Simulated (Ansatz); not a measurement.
**Band structure of Sc**

```
Sc
1.0
    -1.91721    1.91721    1.71760
     1.91721   -1.91721    1.71760
     1.91721    1.91721   -1.71760
Sc
1
Cartesian
  0.0000 0.0000 0.0000
```

The cell is the one relaxed in the Materials Project (mp-1056366), not relaxed further here; entries there can be hypothetical.

Spin polarisation is left out, and whether a magnetic state lies lower isn't shown here.

Method: Ansatz 0.2.0, DFT, LDA, all-electron LAPW, scalar-relativistic.

The runs use a Γ-centred 13×13×13 k mesh, Fermi–Dirac smearing of 0.03 eV, basis error target 1 meV/atom, no spin polarisation.

Points in fractions of the reciprocal vectors of this cell: Γ (0, 0, 0), X (0, 0, 0.5), M (-0.5, 0.5, 0.5), Z (0.451, 0.451, -0.451), Z0 (-0.451, 0.549, 0.451), P (0.25, 0.25, 0.25). The path joins them by straight lines in the order Γ–X–M–Γ–Z–Z0–M–X–P; legs that retrace an earlier one aren't tabulated. Energies are in eV from the Fermi level.

Problem. Is there a gap?

Solution. none: with an odd electron count and no spin polarisation the bands can't all be full, a metal in this set-up (spin order or a larger cell could open a gap).

Problem. List the levels between -5 and 1.5 eV at the symmetry points.

Solution. 
Γ: 0.96
X: -1.84, 0.16, 0.80
M: -1.26, -1.05
Z: -1.17, -0.98
Z0: -1.17, -0.98
P: -0.31 (×2), -0.02
